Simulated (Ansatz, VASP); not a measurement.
# GaSb in two plane-wave programs

Wanted: the spread between two codes on one cell, functional and k mesh. The cell is taken from a series of runs on this material, whose earlier steps may have relaxed, scaled, displaced or heated it; both programs get it as it stands.

Main program and level: Ansatz 0.2.0; plane waves, with VASP 6.6.1 beside it; zone-centre phonons at LDA.

### Step 1. Starting point

The structure is tetragonal, space group I-4m2 (No. 119). The conventional cell has a = 4.192 Å, b = 4.192 Å, c = 6.159 Å, α = 90.00°, β = 90.00°, γ = 90.00°. Ga has 4 Sb at 2.60 Å nearest. Nearest to Sb lie 4 Ga at 2.60 Å. Farther neighbours are not listed.

Structure file:

```xyz
2
Lattice="0.0000 2.9641 3.0796 2.9641 0.0000 3.0796 2.9641 2.9641 0.0000" Properties=species:S:1:pos:R:3 pbc="T T T"
Ga    0.0001    0.0001    0.0001
Sb    4.4460    4.4460    4.6193
```

### Step 2. VASP: zone-centre phonons, LDA

Second derivatives magnify differences that forces hide, and they need a tight electronic threshold.

Lines of VASP's logs that name or quote its potential files are left out, and so is its time.

Input file INCAR:

```
SYSTEM = GaSb
PREC = Accurate
ENCUT = 500
EDIFF = 1E-08
NELM = 120
ISMEAR = 0
SIGMA = 0.015
LREAL = .FALSE.
ALGO = Normal
GGA = CA
NBANDS = 15
LORBIT = 11
LWAVE = .FALSE.
LCHARG = .FALSE.
ISIF = 2
ISYM = 2
IBRION = 8
LASPH = .TRUE.
GGA_COMPAT = .FALSE.
EFERMI = MIDGAP
KPAR = 2
```

Input file POSCAR:

```
GaSb
1.0
    0.0000000000      2.9640688552      3.0796153182
    2.9640688552      0.0000000000      3.0796153182
    2.9640688552      2.9640688552      0.0000000000
Ga Sb
1 1
Direct
    0.0000164042      0.0000164042      0.0000043046
    0.7499835958      0.7499835958      0.7499956954
```

Input file KPOINTS:

```
Points of the shifted mesh
1728
Reciprocal
 0.0416666667  0.0416666667  0.0416666667 1
 0.0416666667  0.0416666667  0.1250000000 1
 0.0416666667  0.0416666667  0.2083333333 1
 0.0416666667  0.0416666667  0.2916666667 1
 0.0416666667  0.0416666667  0.3750000000 1
 0.0416666667  0.0416666667  0.4583333333 1
 0.0416666667  0.0416666667  0.5416666667 1
 0.0416666667  0.0416666667  0.6250000000 1
 0.0416666667  0.0416666667  0.7083333333 1
 0.0416666667  0.0416666667  0.7916666667 1
 0.0416666667  0.0416666667  0.8750000000 1
 0.0416666667  0.0416666667  0.9583333333 1
 0.0416666667  0.1250000000  0.0416666667 1
 0.0416666667  0.1250000000  0.1250000000 1
 0.0416666667  0.1250000000  0.2083333333 1
 0.0416666667  0.1250000000  0.2916666667 1
 0.0416666667  0.1250000000  0.3750000000 1
 0.0416666667  0.1250000000  0.4583333333 1
 0.0416666667  0.1250000000  0.5416666667 1
 0.0416666667  0.1250000000  0.6250000000 1
 0.0416666667  0.1250000000  0.7083333333 1
 0.0416666667  0.1250000000  0.7916666667 1
 0.0416666667  0.1250000000  0.8750000000 1
 0.0416666667  0.1250000000  0.9583333333 1
 0.0416666667  0.2083333333  0.0416666667 1
 0.0416666667  0.2083333333  0.1250000000 1
 0.0416666667  0.2083333333  0.2083333333 1
 0.0416666667  0.2083333333  0.2916666667 1
 0.0416666667  0.2083333333  0.3750000000 1
 0.0416666667  0.2083333333  0.4583333333 1
 0.0416666667  0.2083333333  0.5416666667 1
 0.0416666667  0.2083333333  0.6250000000 1
 0.0416666667  0.2083333333  0.7083333333 1
 0.0416666667  0.2083333333  0.7916666667 1
 0.0416666667  0.2083333333  0.8750000000 1
 0.0416666667  0.2083333333  0.9583333333 1
 0.0416666667  0.2916666667  0.0416666667 1
 0.0416666667  0.2916666667  0.1250000000 1
 0.0416666667  0.2916666667  0.2083333333 1
 0.0416666667  0.2916666667  0.2916666667 1
 0.0416666667  0.2916666667  0.3750000000 1
 0.0416666667  0.2916666667  0.4583333333 1
 0.0416666667  0.2916666667  0.5416666667 1
 0.0416666667  0.2916666667  0.6250000000 1
 0.0416666667  0.2916666667  0.7083333333 1
 0.0416666667  0.2916666667  0.7916666667 1
 0.0416666667  0.2916666667  0.8750000000 1
 0.0416666667  0.2916666667  0.9583333333 1
 0.0416666667  0.3750000000  0.0416666667 1
 0.0416666667  0.3750000000  0.1250000000 1
 0.0416666667  0.3750000000  0.2083333333 1
 0.0416666667  0.3750000000  0.2916666667 1
 0.0416666667  0.3750000000  0.3750000000 1
 0.0416666667  0.3750000000  0.4583333333 1
 0.0416666667  0.3750000000  0.5416666667 1
 0.0416666667  0.3750000000  0.6250000000 1
 0.0416666667  0.3750000000  0.7083333333 1
 0.0416666667  0.3750000000  0.7916666667 1
 0.0416666667  0.3750000000  0.8750000000 1
 0.0416666667  0.3750000000  0.9583333333 1
 0.0416666667  0.4583333333  0.0416666667 1
 0.0416666667  0.4583333333  0.1250000000 1
 0.0416666667  0.4583333333  0.2083333333 1
 0.0416666667  0.4583333333  0.2916666667 1
 0.0416666667  0.4583333333  0.3750000000 1
 0.0416666667  0.4583333333  0.4583333333 1
 0.0416666667  0.4583333333  0.5416666667 1
 0.0416666667  0.4583333333  0.6250000000 1
 0.0416666667  0.4583333333  0.7083333333 1
 0.0416666667  0.4583333333  0.7916666667 1
 0.0416666667  0.4583333333  0.8750000000 1
 0.0416666667  0.4583333333  0.9583333333 1
 0.0416666667  0.5416666667  0.0416666667 1
 0.0416666667  0.5416666667  0.1250000000 1
 0.0416666667  0.5416666667  0.2083333333 1
 0.0416666667  0.5416666667  0.2916666667 1
 0.0416666667  0.5416666667  0.3750000000 1
 0.0416666667  0.5416666667  0.4583333333 1
 0.0416666667  0.5416666667  0.5416666667 1
 0.0416666667  0.5416666667  0.6250000000 1
 0.0416666667  0.5416666667  0.7083333333 1
 0.0416666667  0.5416666667  0.7916666667 1
 0.0416666667  0.5416666667  0.8750000000 1
 0.0416666667  0.5416666667  0.9583333333 1
 0.0416666667  0.6250000000  0.0416666667 1
 0.0416666667  0.6250000000  0.1250000000 1
 0.0416666667  0.6250000000  0.2083333333 1
 0.0416666667  0.6250000000  0.2916666667 1
 0.0416666667  0.6250000000  0.3750000000 1
 0.0416666667  0.6250000000  0.4583333333 1
 0.0416666667  0.6250000000  0.5416666667 1
 0.0416666667  0.6250000000  0.6250000000 1
 0.0416666667  0.6250000000  0.7083333333 1
 0.0416666667  0.6250000000  0.7916666667 1
 0.0416666667  0.6250000000  0.8750000000 1
 0.0416666667  0.6250000000  0.9583333333 1
 0.0416666667  0.7083333333  0.0416666667 1
 0.0416666667  0.7083333333  0.1250000000 1
 0.0416666667  0.7083333333  0.2083333333 1
 0.0416666667  0.7083333333  0.2916666667 1
 0.0416666667  0.7083333333  0.3750000000 1
 0.0416666667  0.7083333333  0.4583333333 1
 0.0416666667  0.7083333333  0.5416666667 1
 0.0416666667  0.7083333333  0.6250000000 1
 0.0416666667  0.7083333333  0.7083333333 1
 0.0416666667  0.7083333333  0.7916666667 1
 0.0416666667  0.7083333333  0.8750000000 1
 0.0416666667  0.7083333333  0.9583333333 1
 0.0416666667  0.7916666667  0.0416666667 1
 0.0416666667  0.7916666667  0.1250000000 1
 0.0416666667  0.7916666667  0.2083333333 1
 0.0416666667  0.7916666667  0.2916666667 1
[... 1390 lines left out ...]
 0.8750000000  0.4583333333  0.1250000000 1
 0.8750000000  0.4583333333  0.2083333333 1
 0.8750000000  0.4583333333  0.2916666667 1
 0.8750000000  0.4583333333  0.3750000000 1
 0.8750000000  0.4583333333  0.4583333333 1
 0.8750000000  0.4583333333  0.5416666667 1
 0.8750000000  0.4583333333  0.6250000000 1
 0.8750000000  0.4583333333  0.7083333333 1
 0.8750000000  0.4583333333  0.7916666667 1
 0.8750000000  0.4583333333  0.8750000000 1
 0.8750000000  0.4583333333  0.9583333333 1
 0.8750000000  0.5416666667  0.0416666667 1
 0.8750000000  0.5416666667  0.1250000000 1
 0.8750000000  0.5416666667  0.2083333333 1
 0.8750000000  0.5416666667  0.2916666667 1
 0.8750000000  0.5416666667  0.3750000000 1
 0.8750000000  0.5416666667  0.4583333333 1
 0.8750000000  0.5416666667  0.5416666667 1
 0.8750000000  0.5416666667  0.6250000000 1
 0.8750000000  0.5416666667  0.7083333333 1
 0.8750000000  0.5416666667  0.7916666667 1
 0.8750000000  0.5416666667  0.8750000000 1
 0.8750000000  0.5416666667  0.9583333333 1
 0.8750000000  0.6250000000  0.0416666667 1
 0.8750000000  0.6250000000  0.1250000000 1
 0.8750000000  0.6250000000  0.2083333333 1
 0.8750000000  0.6250000000  0.2916666667 1
 0.8750000000  0.6250000000  0.3750000000 1
 0.8750000000  0.6250000000  0.4583333333 1
 0.8750000000  0.6250000000  0.5416666667 1
 0.8750000000  0.6250000000  0.6250000000 1
 0.8750000000  0.6250000000  0.7083333333 1
 0.8750000000  0.6250000000  0.7916666667 1
 0.8750000000  0.6250000000  0.8750000000 1
 0.8750000000  0.6250000000  0.9583333333 1
 0.8750000000  0.7083333333  0.0416666667 1
 0.8750000000  0.7083333333  0.1250000000 1
 0.8750000000  0.7083333333  0.2083333333 1
 0.8750000000  0.7083333333  0.2916666667 1
 0.8750000000  0.7083333333  0.3750000000 1
 0.8750000000  0.7083333333  0.4583333333 1
 0.8750000000  0.7083333333  0.5416666667 1
 0.8750000000  0.7083333333  0.6250000000 1
 0.8750000000  0.7083333333  0.7083333333 1
 0.8750000000  0.7083333333  0.7916666667 1
 0.8750000000  0.7083333333  0.8750000000 1
 0.8750000000  0.7083333333  0.9583333333 1
 0.8750000000  0.7916666667  0.0416666667 1
 0.8750000000  0.7916666667  0.1250000000 1
 0.8750000000  0.7916666667  0.2083333333 1
 0.8750000000  0.7916666667  0.2916666667 1
 0.8750000000  0.7916666667  0.3750000000 1
 0.8750000000  0.7916666667  0.4583333333 1
 0.8750000000  0.7916666667  0.5416666667 1
 0.8750000000  0.7916666667  0.6250000000 1
 0.8750000000  0.7916666667  0.7083333333 1
 0.8750000000  0.7916666667  0.7916666667 1
 0.8750000000  0.7916666667  0.8750000000 1
 0.8750000000  0.7916666667  0.9583333333 1
 0.8750000000  0.8750000000  0.0416666667 1
 0.8750000000  0.8750000000  0.1250000000 1
 0.8750000000  0.8750000000  0.2083333333 1
 0.8750000000  0.8750000000  0.2916666667 1
 0.8750000000  0.8750000000  0.3750000000 1
 0.8750000000  0.8750000000  0.4583333333 1
 0.8750000000  0.8750000000  0.5416666667 1
 0.8750000000  0.8750000000  0.6250000000 1
 0.8750000000  0.8750000000  0.7083333333 1
 0.8750000000  0.8750000000  0.7916666667 1
 0.8750000000  0.8750000000  0.8750000000 1
 0.8750000000  0.8750000000  0.9583333333 1
 0.8750000000  0.9583333333  0.0416666667 1
 0.8750000000  0.9583333333  0.1250000000 1
 0.8750000000  0.9583333333  0.2083333333 1
 0.8750000000  0.9583333333  0.2916666667 1
 0.8750000000  0.9583333333  0.3750000000 1
 0.8750000000  0.9583333333  0.4583333333 1
 0.8750000000  0.9583333333  0.5416666667 1
 0.8750000000  0.9583333333  0.6250000000 1
 0.8750000000  0.9583333333  0.7083333333 1
 0.8750000000  0.9583333333  0.7916666667 1
 0.8750000000  0.9583333333  0.8750000000 1
 0.8750000000  0.9583333333  0.9583333333 1
 0.9583333333  0.0416666667  0.0416666667 1
 0.9583333333  0.0416666667  0.1250000000 1
 0.9583333333  0.0416666667  0.2083333333 1
 0.9583333333  0.0416666667  0.2916666667 1
 0.9583333333  0.0416666667  0.3750000000 1
 0.9583333333  0.0416666667  0.4583333333 1
 0.9583333333  0.0416666667  0.5416666667 1
 0.9583333333  0.0416666667  0.6250000000 1
 0.9583333333  0.0416666667  0.7083333333 1
 0.9583333333  0.0416666667  0.7916666667 1
 0.9583333333  0.0416666667  0.8750000000 1
 0.9583333333  0.0416666667  0.9583333333 1
 0.9583333333  0.1250000000  0.0416666667 1
 0.9583333333  0.1250000000  0.1250000000 1
 0.9583333333  0.1250000000  0.2083333333 1
 0.9583333333  0.1250000000  0.2916666667 1
 0.9583333333  0.1250000000  0.3750000000 1
 0.9583333333  0.1250000000  0.4583333333 1
 0.9583333333  0.1250000000  0.5416666667 1
 0.9583333333  0.1250000000  0.6250000000 1
 0.9583333333  0.1250000000  0.7083333333 1
 0.9583333333  0.1250000000  0.7916666667 1
 0.9583333333  0.1250000000  0.8750000000 1
 0.9583333333  0.1250000000  0.9583333333 1
 0.9583333333  0.2083333333  0.0416666667 1
 0.9583333333  0.2083333333  0.1250000000 1
 0.9583333333  0.2083333333  0.2083333333 1
 0.9583333333  0.2083333333  0.2916666667 1
 0.9583333333  0.2083333333  0.3750000000 1
 0.9583333333  0.2083333333  0.4583333333 1
 0.9583333333  0.2083333333  0.5416666667 1
 0.9583333333  0.2083333333  0.6250000000 1
 0.9583333333  0.2083333333  0.7083333333 1
 0.9583333333  0.2083333333  0.7916666667 1
 0.9583333333  0.2083333333  0.8750000000 1
 0.9583333333  0.2083333333  0.9583333333 1
 0.9583333333  0.2916666667  0.0416666667 1
 0.9583333333  0.2916666667  0.1250000000 1
 0.9583333333  0.2916666667  0.2083333333 1
 0.9583333333  0.2916666667  0.2916666667 1
 0.9583333333  0.2916666667  0.3750000000 1
 0.9583333333  0.2916666667  0.4583333333 1
 0.9583333333  0.2916666667  0.5416666667 1
 0.9583333333  0.2916666667  0.6250000000 1
 0.9583333333  0.2916666667  0.7083333333 1
 0.9583333333  0.2916666667  0.7916666667 1
 0.9583333333  0.2916666667  0.8750000000 1
 0.9583333333  0.2916666667  0.9583333333 1
 0.9583333333  0.3750000000  0.0416666667 1
 0.9583333333  0.3750000000  0.1250000000 1
 0.9583333333  0.3750000000  0.2083333333 1
 0.9583333333  0.3750000000  0.2916666667 1
 0.9583333333  0.3750000000  0.3750000000 1
 0.9583333333  0.3750000000  0.4583333333 1
 0.9583333333  0.3750000000  0.5416666667 1
 0.9583333333  0.3750000000  0.6250000000 1
 0.9583333333  0.3750000000  0.7083333333 1
 0.9583333333  0.3750000000  0.7916666667 1
 0.9583333333  0.3750000000  0.8750000000 1
 0.9583333333  0.3750000000  0.9583333333 1
 0.9583333333  0.4583333333  0.0416666667 1
 0.9583333333  0.4583333333  0.1250000000 1
 0.9583333333  0.4583333333  0.2083333333 1
 0.9583333333  0.4583333333  0.2916666667 1
 0.9583333333  0.4583333333  0.3750000000 1
 0.9583333333  0.4583333333  0.4583333333 1
 0.9583333333  0.4583333333  0.5416666667 1
 0.9583333333  0.4583333333  0.6250000000 1
 0.9583333333  0.4583333333  0.7083333333 1
 0.9583333333  0.4583333333  0.7916666667 1
 0.9583333333  0.4583333333  0.8750000000 1
 0.9583333333  0.4583333333  0.9583333333 1
 0.9583333333  0.5416666667  0.0416666667 1
 0.9583333333  0.5416666667  0.1250000000 1
 0.9583333333  0.5416666667  0.2083333333 1
 0.9583333333  0.5416666667  0.2916666667 1
 0.9583333333  0.5416666667  0.3750000000 1
 0.9583333333  0.5416666667  0.4583333333 1
 0.9583333333  0.5416666667  0.5416666667 1
 0.9583333333  0.5416666667  0.6250000000 1
 0.9583333333  0.5416666667  0.7083333333 1
 0.9583333333  0.5416666667  0.7916666667 1
 0.9583333333  0.5416666667  0.8750000000 1
 0.9583333333  0.5416666667  0.9583333333 1
 0.9583333333  0.6250000000  0.0416666667 1
 0.9583333333  0.6250000000  0.1250000000 1
 0.9583333333  0.6250000000  0.2083333333 1
 0.9583333333  0.6250000000  0.2916666667 1
 0.9583333333  0.6250000000  0.3750000000 1
 0.9583333333  0.6250000000  0.4583333333 1
 0.9583333333  0.6250000000  0.5416666667 1
 0.9583333333  0.6250000000  0.6250000000 1
 0.9583333333  0.6250000000  0.7083333333 1
 0.9583333333  0.6250000000  0.7916666667 1
 0.9583333333  0.6250000000  0.8750000000 1
 0.9583333333  0.6250000000  0.9583333333 1
 0.9583333333  0.7083333333  0.0416666667 1
 0.9583333333  0.7083333333  0.1250000000 1
 0.9583333333  0.7083333333  0.2083333333 1
 0.9583333333  0.7083333333  0.2916666667 1
 0.9583333333  0.7083333333  0.3750000000 1
 0.9583333333  0.7083333333  0.4583333333 1
 0.9583333333  0.7083333333  0.5416666667 1
 0.9583333333  0.7083333333  0.6250000000 1
 0.9583333333  0.7083333333  0.7083333333 1
 0.9583333333  0.7083333333  0.7916666667 1
 0.9583333333  0.7083333333  0.8750000000 1
 0.9583333333  0.7083333333  0.9583333333 1
 0.9583333333  0.7916666667  0.0416666667 1
 0.9583333333  0.7916666667  0.1250000000 1
 0.9583333333  0.7916666667  0.2083333333 1
 0.9583333333  0.7916666667  0.2916666667 1
 0.9583333333  0.7916666667  0.3750000000 1
 0.9583333333  0.7916666667  0.4583333333 1
 0.9583333333  0.7916666667  0.5416666667 1
 0.9583333333  0.7916666667  0.6250000000 1
 0.9583333333  0.7916666667  0.7083333333 1
 0.9583333333  0.7916666667  0.7916666667 1
 0.9583333333  0.7916666667  0.8750000000 1
 0.9583333333  0.7916666667  0.9583333333 1
 0.9583333333  0.8750000000  0.0416666667 1
 0.9583333333  0.8750000000  0.1250000000 1
 0.9583333333  0.8750000000  0.2083333333 1
 0.9583333333  0.8750000000  0.2916666667 1
 0.9583333333  0.8750000000  0.3750000000 1
 0.9583333333  0.8750000000  0.4583333333 1
 0.9583333333  0.8750000000  0.5416666667 1
 0.9583333333  0.8750000000  0.6250000000 1
 0.9583333333  0.8750000000  0.7083333333 1
 0.9583333333  0.8750000000  0.7916666667 1
 0.9583333333  0.8750000000  0.8750000000 1
 0.9583333333  0.8750000000  0.9583333333 1
 0.9583333333  0.9583333333  0.0416666667 1
 0.9583333333  0.9583333333  0.1250000000 1
 0.9583333333  0.9583333333  0.2083333333 1
 0.9583333333  0.9583333333  0.2916666667 1
 0.9583333333  0.9583333333  0.3750000000 1
 0.9583333333  0.9583333333  0.4583333333 1
 0.9583333333  0.9583333333  0.5416666667 1
 0.9583333333  0.9583333333  0.6250000000 1
 0.9583333333  0.9583333333  0.7083333333 1
 0.9583333333  0.9583333333  0.7916666667 1
 0.9583333333  0.9583333333  0.8750000000 1
 0.9583333333  0.9583333333  0.9583333333 1
```

PAW data sets: Ga_d and Sb (LDA family, release 64).

Started as:

```sh
$ mpirun -np 2 vasp_std
```

Numbers of over 12 decimals in the logs are rounded to 6 here.

What it wrote:

```text
[banner, memory and clock lines left out]
running    2 mpi-ranks, on    1 nodes
[...]
LDA part: xc-table for (Slater(with rela. corr.)+CA(PZ))
 , standard interpolation
 POSCAR, INCAR and KPOINTS ok, starting setup
[...]
entering main loop
       N       E                     dE             d eps       ncg     rms          rms(c)
DAV:   1     0.811171076835E+02    0.81117E+02   -0.85152E+03 52510   0.146E+03
DAV:   2    -0.246766004392E+01   -0.83585E+02   -0.80731E+02 60737   0.303E+02
DAV:   3    -0.868036664781E+01   -0.62127E+01   -0.61921E+01 61927   0.681E+01
DAV:   4    -0.879190768585E+01   -0.11154E+00   -0.11152E+00 64539   0.103E+01
[...]
DAV:  11    -0.865991518969E+01   -0.20779E-05   -0.44100E-06 60030   0.194E-02    0.540E-03
DAV:  12    -0.865991515183E+01    0.37868E-07   -0.22772E-07 65959   0.348E-03    0.133E-03
DAV:  13    -0.865991515996E+01   -0.81372E-08   -0.22364E-08 63033   0.148E-03
   1 F= -.86599152E+01 E0= -.86599152E+01  d E =-.392558E-68
 Linear response reoptimize wavefunctions to high precision
DAV:   1    -0.865991516007E+01   -0.10914E-09   -0.78139E-10 53353   0.344E-04
DAV:   2    -0.865991516008E+01   -0.90949E-11   -0.10967E-10 36889   0.101E-04
 Linear response DOF=           4
 Linear response progress:
  Degree of freedom:   1/  4
       N       E                     dE             d eps       ncg     rms          rms(c)
RMM:   1    -0.168155488599E+00   -0.16816E+00    0.11116E-01 64518   0.866E+00
RMM:   2    -0.166605603229E+00    0.15499E-02   -0.27922E-02 97605   0.140E+00    0.415E-02
RMM:   3    -0.166788531942E+00   -0.18293E-03   -0.41586E-03100983   0.483E-01    0.268E-02
RMM:   4    -0.166779152720E+00    0.93792E-05   -0.20922E-03111618   0.236E-01    0.163E-02
[...]
RMM:  14    -0.166795906332E+00    0.31231E-07   -0.39608E-09106934   0.736E-05    0.439E-06
RMM:  15    -0.166795941573E+00   -0.35241E-07   -0.15588E-09106446   0.431E-05    0.246E-07
RMM:  16    -0.166795937289E+00    0.42841E-08    0.45120E-11104840   0.268E-05    0.118E-06
 first order change of Fermi-energy  -0.61277E+00
 force on displaced ion       1 direction 1 :  -8.855   0.001  -0.001
 Linear response progress:
  Degree of freedom:   2/  4
       N       E                     dE             d eps       ncg     rms          rms(c)
RMM:   1    -0.168601486119E+00   -0.16860E+00    0.88003E-02 64538   0.850E+00
RMM:   2    -0.166844993731E+00    0.17565E-02   -0.27556E-02 97851   0.138E+00    0.411E-02
RMM:   3    -0.167042637952E+00   -0.19764E-03   -0.38395E-03102034   0.446E-01    0.277E-02
RMM:   4    -0.167000645701E+00    0.41992E-04   -0.17772E-03110746   0.211E-01    0.150E-02
[...]
RMM:  14    -0.167010384377E+00   -0.12084E-07   -0.21594E-09108412   0.669E-05    0.285E-06
RMM:  15    -0.167010401051E+00   -0.16674E-07   -0.19099E-09104439   0.386E-05    0.585E-07
RMM:  16    -0.167010402765E+00   -0.17141E-08   -0.11569E-09 99902   0.244E-05    0.653E-07
 first order change of Fermi-energy  -0.21204E+01
 force on displaced ion       1 direction 3 :  -0.001  -0.001  -9.027
 Linear response progress:
  Degree of freedom:   3/  4
       N       E                     dE             d eps       ncg     rms          rms(c)
RMM:   1    -0.293911240678E-01   -0.29391E-01   -0.12245E-03105315   0.144E+00
RMM:   2    -0.264981942082E-01    0.28929E-02   -0.38988E-03 94728   0.418E-01    0.688E-02
RMM:   3    -0.264279157317E-01    0.70278E-04   -0.23995E-04105327   0.113E-01    0.364E-02
RMM:   4    -0.264457737852E-01   -0.17858E-04   -0.46919E-05106002   0.472E-02    0.475E-03
[...]
RMM:   8    -0.264428569673E-01    0.49190E-06   -0.15612E-08104669   0.563E-04    0.865E-05
RMM:   9    -0.264427950189E-01    0.61948E-07   -0.30145E-09108589   0.209E-04    0.174E-05
RMM:  10    -0.264428013272E-01   -0.63083E-08   -0.45346E-10102627   0.834E-05    0.688E-06
 first order change of Fermi-energy   0.61279E+00
 force on displaced ion       2 direction 1 :  -8.844   0.001  -0.001
 Linear response progress:
  Degree of freedom:   4/  4
       N       E                     dE             d eps       ncg     rms          rms(c)
RMM:   1    -0.297167497518E-01   -0.29717E-01   -0.21286E-03102952   0.146E+00
RMM:   2    -0.265185059760E-01    0.31982E-02   -0.39887E-03 95715   0.422E-01    0.708E-02
RMM:   3    -0.264677002050E-01    0.50806E-04   -0.23472E-04104978   0.111E-01    0.375E-02
RMM:   4    -0.264984119893E-01   -0.30712E-04   -0.46224E-05105706   0.472E-02    0.472E-03
[...]
RMM:  10    -0.264946355080E-01    0.27119E-07   -0.72877E-10103689   0.881E-05    0.102E-05
RMM:  11    -0.264946196843E-01    0.15824E-07   -0.22473E-10109685   0.330E-05    0.338E-06
RMM:  12    -0.264946128925E-01    0.67918E-08   -0.15823E-10 97136   0.142E-05    0.343E-07
 first order change of Fermi-energy   0.21204E+01
 force on displaced ion       2 direction 3 :  -0.001  -0.001  -9.035
 Linear response finished
```

[end of part 1 of 2]

[Lines on the potential files, build, host, timing and source positions are cut from VASP's logs without a mark.]

[Logs are printed without paths, hosts, clocks, repeated set-up lines and the standing remarks that a program may print on its own settings, such as how far it seeks lower states.]

[Hosts, paths, dates, database ids (printed as entryN), source tags and the programs' standing remarks are cut or masked in the printed files.]
